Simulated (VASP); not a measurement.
A run of VASP 6.6.1 is set up as follows.

Contents of INCAR:

```
  ALGO = Fast
  EDIFF = 1E-6
  ENCUT = 520
  GGA = PS
  ISIF = 2
  ISMEAR = 0
  LASPH = T
  LCHARG = F
  LREAL = F
  LWAVE = F
  NBANDS = 12
  NELM = 100
  PREC = Accurate
  SIGMA = 0.15
```

File KPOINTS:

```
k-points
0
Gamma
  22 22 22
```

The input POSCAR:

```
V
1.0
   -1.6340400000      1.6340400000      1.5130000000
    1.6340400000     -1.6340400000      1.5130000000
    1.6340400000      1.6340400000     -1.5130000000
V
1
Direct
    0.0000000000      0.0000000000      0.0000000000
```

Potentials or basis: VASP PAW PBE potentials, release 64 (V_sv).

Command:

```bash
$ cat potpaw_PBE.64/V_sv/POTCAR > POTCAR
$ mpirun -np 1 vasp_std > vasp.out
```

(1) Predict the band gap on the k mesh.

(2) What does it give for the pressure?

## Answers

(1) none (metal or under the smearing width).

(2) -27.8 GPa.

Caveat: so large a pressure means that the cell lies far from this level's equilibrium, or that cutoff or potentials fall short; the potentials were made for another functional, which shifts forces and pressure.
